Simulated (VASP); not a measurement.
A run of VASP 6.6.1 is set up as follows.

INCAR

```
SYSTEM = BeTe
  ALGO = Normal
  EDIFF = 1E-7
  EDIFFG = -0.005
  ENCUT = 600
  GGA = PS
  IBRION = 2
  ISIF = 3
  ISMEAR = 0
  KPAR = 8
  LASPH = .True.
  LCHARG = .False.
  LREAL = .False.
  LWAVE = .False.
  NELM = 80
  NSW = 90
  PREC = Accurate
  SIGMA = 0.03
```

KPOINTS

```
k-points
0
Gamma
  8 8 8
  0 0 0
```

File POSCAR:

```
BeTe                                    
1.0
    0.0000000000      2.8061350129      2.8061350129
    2.8061350129      0.0000000000      2.8061350129
    2.8061350129      2.8061350129     -0.0000000000
  Be              Te            
     1     1
Direct
     0.0000000000000000    0.0000000000000000    0.0000000000000000
     0.2500000000000000    0.2500000000000000    0.2500000000000000
```

Potentials or basis: VASP PAW PBE potentials, release 64 (Be, Te).

The run is started by

```sh
$ cat potpaw_PBE.64/Be/POTCAR potpaw_PBE.64/Te/POTCAR > POTCAR
$ mpirun -np 8 vasp_std > vasp.out
```

Q: Predict the band gap on the k mesh.

A: 1.83 eV, indirect (least direct gap 3.59 eV).

Final structure:
```
Be Te
1.0
     0.00000    2.80614    2.80614
     2.80614    0.00000    2.80614
     2.80614    2.80614    0.00000
Be Te
1 1
Cartesian
  0.0000 0.0000 0.0000
  1.4031 1.4031 1.4031
```

Caveat: the relaxation stopped at its first step, so nothing moved; spin-orbit coupling is left out, which moves the levels of the heavy elements. As with any semilocal functional, this PBEsol gap is likely too small.
